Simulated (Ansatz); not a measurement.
# InSe (R3m) in Ansatz: reference runs

Reference runs on InSe: the cell as given and a disturbed copy.

Everything below comes from runs of Ansatz 0.2.0. Logs are shortened: lines on timing, memory, paths and dates and some standing lists are left out, and cuts for length are marked.

**The experiment to reproduce.**

“The Interaction of Hydrogen with the van der Waals Crystal γ-InSe”, 2020, pmc:7321205 reports, for a bulk crystal of InSe at 300 K: band gap 1.25 eV.

The runs below are set against these values where they give the same quantity.

**1. The crystal as given**

Symmetry: R3m, No. 160, trigonal system. The conventional cell has a = 4.000 Å, b = 4.000 Å, c = 25.320 Å, α = 90.00°, β = 90.00°, γ = 120.00°. In (site symmetry 3m) has 3 Se at 2.63 Å and 1 In at 2.82 Å as nearest neighbours. Around In (site symmetry 3m) lie 3 Se at 2.64 Å and 1 In at 2.82 Å. Se (site symmetry 3m) has 3 In at 2.63 Å as nearest neighbours. Se (site symmetry 3m) has 3 In at 2.64 Å as nearest neighbours.

**2. Single point, PBE**

Input file input.yaml:

```yaml
crystal:
  lattice:
    - [2.0, 1.1547005384, 8.44]
    - [-2.0, 1.1547005384, 8.44]
    - [0.0, -2.3094010768, 8.44]
  atoms:
    - { symbol: In, position: [0.8886, 0.8886, 0.8886] }
    - { symbol: In, position: [0.0, 0.0, 0.0] }
    - { symbol: Se, position: [0.1719, 0.1719, 0.1719] }
    - { symbol: Se, position: [0.3835, 0.3835, 0.3835] }
hamiltonian:
  xc: pbe
  pseudopotentials: { kind: paw }
kpoints:
  mp_grid: { grid: [8, 8, 8] }
scf:
  occupations: { method: fermi_dirac, width: 0.05 }
output:
  forces: true
  stress: true
  eigenvalues: true
```

Potentials or basis: Ansatz PAW.

Command:

```
> ansatz run input.yaml --threads 2 --pin off --max-ram 5120MiB --backend cpu --events-out ev --progress --plain --runs-dir out
```

Output:

```text
Warning: RAYON_NUM_THREADS=2 ignored (pool sized by the plan → 2); use --threads N
basis.fft_grid_basis auto: the FFT boxes are laid along the combinations [[1, 0, -1], [0, 1, -1], [0, 0, 1]] of the cell's own vectors, 4.000, 4.000 and 8.750 Å long. The dense box has 27×27×60 points. Along the cell's own vectors, as sized, it would have 60×60×60, 4.94 times as many. Of the 6 symmetry operations that the crystal satisfies within crystal.symmetry.tolerance (time reversal apart; of a slab, those that keep its plane) the dense box along the cell's own vectors carries 6, and the one as laid loses 4 of those. basis.fft_grid_basis: typed keeps the cell's own vectors: state it where this run's energies or levels are differenced outside the engine with another run's, or held beside a run that keeps those vectors.
Engine: ansatz 0.2.0, x86_64-unknown-linux-gnu
Pseudopotentials: kind: paw
Pseudopotential: In, paw, valence charge 13, recommended cutoff 420 eV (normal), In.paw.azcp
Pseudopotential: Se, paw, valence charge 16, recommended cutoff 420 eV (normal), Se.paw.azcp
Functional definition: PBE
  parameter kappa = 0.804
  parameter beta = 0.06672455060314922
  exchange = pbe_x(kappa = kappa, mu = beta*pi^2/3)
  correlation = pbe_c(beta = beta)
Crystal: 4 atoms, lattice volume = 116.948 Å³
Basis set: ecut = 420 eV, 2309 PW (Γ), FFT grids on a1−a3, a2−a3, a3, exchange–correlation on 54×54×120 points (8 copies of the dense FFT grid, shifted against one another)
Bands: 35, of which v1, the nominal top of the filled ones, is band 29 counted from 1 (28 counted from 0)
Symmetry: 6 space group operations
Space group: R3m (ITA 160), of the structure as read, at distance tolerance 4.9e-5 Å
k-points: 65 of 512 (time reversal used)
Non-local potential: In, projectors of the file, l = 0: 2, l = 1: 2, l = 2: 2, l = 3: 2
Non-local potential: Se, projectors of the file, l = 0: 2, l = 1: 2, l = 2: 3, l = 3: 1
PAW form: soft (Blöchl's): semilocal exchange-correlation on the pseudo side does not see the compensation charge
PAW one-centre angular grid: In, 590 points (default); XC on 64 Gauss nodes
PAW one-centre angular grid: Se, 590 points (default); XC on 64 Gauss nodes
Initial density: superposition of atomic densities (neutral atoms: chi_scale 0, normalization atom), corrected by the library's trained network
Initial wavefunctions: pseudopotential atomic-orbital guess
Functional: x = pbe(κ = 0.804, μ = 0.2195149727645171), c = pbe(β = 0.06672455060314922)
SCF iter   1: F=—  HF=-22135.870664 eV  |F-HF|=—  |Δ(HF+E_count)|=         —  Δρ=1.72e-3  dr2=1.07e-2  ethr=1.77e-3  ⟨swp⟩=6.7  Hψ=9332  notcnv=0
preconditioner: auto → Resta (q_TF=auto, 2.427 Å⁻¹)  ε∞=3.3  [insulator: Δε(μ)=0.436 eV  Ē_g=13.996 eV  σ=0.050 eV  W_gap=0.97  n_scr=30 (ndim 8)  ℏωp=21.2 eV  f_vac=0.086  D(μ)=0.00/eV (n_scr^D=0)  ε∞_Penn≈3.3]
SCF iter   2: F=—  HF=-22135.866610 eV  |F-HF|=—  |Δ(HF+E_count)|=   4.05e-3  Δρ=7.78e-4  dr2=6.12e-4  ethr=1.84e-5  ⟨swp⟩=2.0  Hψ=4234  notcnv=0  defer=41
SCF iter   3: F=—  HF=-22135.866635 eV  |F-HF|=—  |Δ(HF+E_count)|=   2.52e-5  Δρ=3.82e-4  dr2=1.60e-4  ethr=1.06e-6  ⟨swp⟩=2.0  Hψ=3354  notcnv=0  defer=2
automatic band count: iteration 3 solves 34 bands in place of 35: the levels show a gap, and the empty bands left out lie too high to hold charge; the band table lists the bands solved (type scf.n_extra_bands for more)
SCF iter   4: F=—  HF=-22135.866729 eV  |F-HF|=—  |Δ(HF+E_count)|=   9.42e-5  Δρ=1.06e-4  dr2=1.59e-5  ethr=2.76e-7  ⟨swp⟩=2.1  Hψ=2878  notcnv=0  defer=2
SCF iter   5: F=—  HF=-22135.866730 eV  |F-HF|=—  |Δ(HF+E_count)|=   3.22e-7  Δρ=2.63e-5  dr2=1.67e-6  ethr=2.73e-8  ⟨swp⟩=2.0  Hψ=4088  notcnv=0  defer=2
SCF iter   6: F=—  HF=-22135.866731 eV  |F-HF|=—  |Δ(HF+E_count)|=   1.15e-6  Δρ=8.83e-6  dr2=1.26e-7  ethr=2.88e-9  ⟨swp⟩=2.0  Hψ=4088  notcnv=0  defer=2
SCF iter   7: F=-22135.866731 eV  HF=-22135.866731 eV  |F-HF|=5.89e-9  |Δ(HF+E_count)|=   2.01e-7  Δρ=2.07e-6  dr2=5.67e-9  ethr=1.72e-10  ⟨swp⟩=5.2  Hψ=7762  notcnv=0
SCF 1 converged in 7 iterations: F = -22135.866731 eV  dr2 = 5.67e-9
SCF converged after 7 iterations
Free energy (F): -22135.866731 eV
Harris-Foulkes:  -22135.866731 eV  (|F-HF|=5.89e-9)
Internal energy: -22135.866695 eV  (E = F + TS)
E sigma→0 (E₀):  -22135.866713 eV
Entropy (-TS):   -0.000035 eV (-0.009 meV/atom)
Fermi energy:    7.512664 eV
--- Per-component energies (eV) ---
  E_band       = -912.716422
  E_kinetic    = 723.453089
  E_local      = -7917.558517  (includes V_loc(G=0)·N_el)
  E_nonlocal   = -457.102043
  E_hartree    = 3651.301303
  E_xc         = -639.046518
  E_vxc        = -394.939863  (∫ρ·V_xc dr)
  E_paw        = -12132.709037  (= ΣΔE_a)
  E_vpaw       = -169.172576  (= ΣTr[D̂ρ^β])
  E_aug_tail   = -0.001156  (compensation charges beyond the density's cutoff)
  E_ewald      = -5364.203816
  E_smearing   = -0.000035  (= −TS)
  E_closure    = -0.000000  (closes the sum)
  Σ components = -22135.866731   (vs F -22135.866731, Δ=0.00e0)
--- Forces (eV/Å), atoms counted from 1 ---
  atom   1  In     0.00000000    -0.00000000     0.36494122
  atom   2  In    -0.00000000     0.00000000    -0.34940215
  atom   3  Se     0.00000000     0.00000000    -0.25771982
  atom   4  Se     0.00000000    -0.00000000     0.24217405
  max |Σ_I F_I| component: 6.70e-6 eV/Å
--- Stress (GPa, compression-positive) ---
        3.148192       0.000000       0.000000
        0.000000       3.148192      -0.000000
        0.000000      -0.000000       1.952470
  P = ⅓ Tr σ = 2.7496 GPa (27.496 kbar)
--- Band table (eV; the first three rows and the last of 65) ---
  k-point 0: bands = ["-40.1873", "-40.1873", "-40.1790", "-40.1790", "-40.1580", "-40.1580", "-40.1513", "-40.1513", "-40.1471", "-40.1409", "-7.4962", "-7.3268", "-7.3268", "-7.2545", "-7.2545", "-7.2315", "-7.2315", "-7.0646", "-7.0646", "-7.0617", "-6.2777", "-5.8781", "0.9893", "3.8415", "5.7711", "5.9754", "5.9754", "6.0683", "6.0683", "8.9779", "9.3883", "11.6843", "11.6843", "12.4646"]
  k-point 1: bands = ["-40.1873", "-40.1872", "-40.1790", "-40.1790", "-40.1580", "-40.1580", "-40.1514", "-40.1513", "-40.1471", "-40.1409", "-7.5024", "-7.3822", "-7.3231", "-7.3221", "-7.2432", "-7.2357", "-7.2246", "-7.0993", "-7.0659", "-7.0035", "-6.1010", "-5.7311", "1.1017", "3.5703", "4.9890", "5.5897", "5.7789", "5.9031", "6.1730", "9.3195", "10.0693", "10.9857", "11.8361", "12.1210"]
  k-point 2: bands = ["-40.1872", "-40.1871", "-40.1790", "-40.1789", "-40.1581", "-40.1580", "-40.1514", "-40.1513", "-40.1470", "-40.1408", "-7.5602", "-7.4431", "-7.4302", "-7.3185", "-7.2458", "-7.2161", "-7.2032", "-7.1163", "-7.0688", "-6.9523", "-5.6824", "-5.3741", "1.2978", "2.7979", "3.8057", "5.2390", "5.3869", "5.5232", "6.2778", "9.3111", "9.4837", "11.3338", "11.5275", "12.0502"]
  k-point 64: bands = ["-40.1873", "-40.1873", "-40.1790", "-40.1790", "-40.1580", "-40.1580", "-40.1513", "-40.1513", "-40.1471", "-40.1409", "-7.4959", "-7.3270", "-7.3270", "-7.2544", "-7.2544", "-7.2315", "-7.2315", "-7.0706", "-7.0645", "-7.0645", "-6.1355", "-6.0273", "1.3377", "2.9477", "5.9076", "5.9076", "6.1426", "6.1426", "7.2794", "7.7214", "9.4493", "11.6020", "11.6020", "12.9028"]
```

Wall time 10 s (2 threads of AMD EPYC 7R43 (Zen 3), shared host); peak memory 0.53 GiB.

Results:

```
Free energy            : -22135.8667 eV
Pressure               : 2.7 GPa
Largest force          : 0.365 eV/Å
Band gap on the k mesh : 0.44 eV, direct
```

Forces in eV/Å, atoms in the order of the input:
```
In   0.000  0.000  0.365
In   0.000  0.000 -0.349
Se   0.000  0.000 -0.258
Se   0.000  0.000  0.242
```

Levels at points of the mesh, in eV from the valence-band top:
```csv
k point,band 26,band 27,band 28,band 29,band 30,band 31,band 32,band 33
"(0.00, 0.00, 0.00)",-1.30,-1.30,-1.21,-1.21,1.70,2.11,4.40,4.40
"(0.00, 0.00, -0.50)",-2.38,-2.34,-2.24,-1.67,1.22,1.97,3.64,3.99
"(0.00, -0.50, -0.50)",-2.65,-2.50,-2.05,-1.50,1.19,1.98,3.30,3.62
"(-0.50, -0.50, -0.50)",-1.37,-1.14,-1.14,0.00,0.44,2.17,4.32,4.32
```

Caveat: spin-orbit coupling is left out, which moves the levels of the heavy elements.

**3. Single point, PBE (atoms moved at random, drawn with an rms of 0.05 Å)**

Input file input.yaml:

```yaml
crystal:
  lattice:
    - [2.0, 1.1547005384, 8.44]
    - [-2.0, 1.1547005384, 8.44]
    - [0.0, -2.3094010768, 8.44]
  atoms:
    - { symbol: In, position: [0.902633, 0.883756, 0.881538] }
    - { symbol: In, position: [-0.018726, -0.00296, 0.01686] }
    - { symbol: Se, position: [0.159676, 0.170798, 0.18013] }
    - { symbol: Se, position: [0.386672, 0.372498, 0.386896] }
hamiltonian:
  xc: pbe
  pseudopotentials: { kind: paw }
kpoints:
  mp_grid: { grid: [8, 8, 8] }
scf:
  occupations: { method: fermi_dirac, width: 0.05 }
output:
  forces: true
  stress: true
  eigenvalues: true
```

Potentials or basis: Ansatz PAW.

Command:

```
> ansatz run input.yaml --threads 2 --pin off --max-ram 5120MiB --backend cpu --events-out ev --progress --plain --runs-dir out
```

Output:

```text
Warning: RAYON_NUM_THREADS=2 ignored (pool sized by the plan → 2); use --threads N
basis.fft_grid_basis auto: the FFT boxes are laid along the combinations [[1, 0, -1], [0, 1, -1], [0, 0, 1]] of the cell's own vectors, 4.000, 4.000 and 8.750 Å long. The dense box has 27×27×60 points. Along the cell's own vectors, as sized, it would have 60×60×60, 4.94 times as many. basis.fft_grid_basis: typed keeps the cell's own vectors: state it where this run's energies or levels are differenced outside the engine with another run's, or held beside a run that keeps those vectors.
[... 67 lines left out ...]
  k-point 1: bands = ["-40.2231", "-40.2206", "-40.1990", "-40.1878", "-40.1818", "-40.1063", "-40.1047", "-40.0896", "-40.0783", "-40.0745", "-7.5712", "-7.4455", "-7.3869", "-7.3324", "-7.2838", "-7.2648", "-7.2267", "-7.1046", "-7.0749", "-6.9952", "-6.0708", "-5.6676", "0.9780", "3.5680", "5.0262", "5.6287", "5.7527", "6.0607", "6.1163", "9.3499", "10.0959", "10.9189", "11.7355", "12.2272", "12.9225"]
  k-point 2: bands = ["-40.2230", "-40.2206", "-40.1990", "-40.1879", "-40.1818", "-40.1063", "-40.1046", "-40.0896", "-40.0783", "-40.0744", "-7.6043", "-7.5128", "-7.4404", "-7.3689", "-7.2864", "-7.2637", "-7.1987", "-7.1252", "-7.0772", "-6.9486", "-5.6704", "-5.3150", "1.1949", "2.8290", "3.8467", "5.2579", "5.3749", "5.6868", "6.1956", "9.2225", "9.5354", "11.2574", "11.5964", "11.9828", "13.6247"]
  k-point 259: bands = ["-40.2231", "-40.2206", "-40.1990", "-40.1878", "-40.1819", "-40.1063", "-40.1047", "-40.0896", "-40.0783", "-40.0745", "-7.5707", "-7.4037", "-7.3717", "-7.3058", "-7.2897", "-7.2447", "-7.2329", "-7.0763", "-7.0730", "-7.0436", "-6.1283", "-5.9316", "1.1935", "2.9415", "5.8586", "5.9599", "6.1876", "6.3026", "7.2112", "7.7492", "9.5257", "11.5405", "11.5613", "12.9614", "12.9971"]
```

It took 40 s on 2 threads of AMD EPYC 7R43 (Zen 3), shared host; peak memory 0.97 GiB.

What came out:

| Property | Result |
| --- | --- |
| Free energy | -22135.8375 eV |
| Pressure | 2.5 GPa |
| Largest force | 0.506 eV/Å |
| Band gap on the k mesh | 0.54 eV, direct |

Forces on the atoms (eV/Å):
```
In  -0.227 -0.280 -0.262
In   0.344  0.250 -0.081
Se   0.240  0.279  0.086
Se  -0.357 -0.250  0.257
```

Caveat: spin-orbit coupling is left out, which moves the levels of the heavy elements.

**4. Against experiment**

Step 2. Measured gap of InSe: 1.25 eV (300 K; “The Interaction of Hydrogen with the van der Waals Crystal γ-InSe”, 2020, pmc:7321205). This calculation gives 0.44 eV (-0.81 eV). Spin-orbit coupling on In, Se is left out. The value is that of PBE on a finite k mesh, which can miss the band edges, without temperature or zero-point motion. Semilocal functionals fall short of measured gaps as a rule.
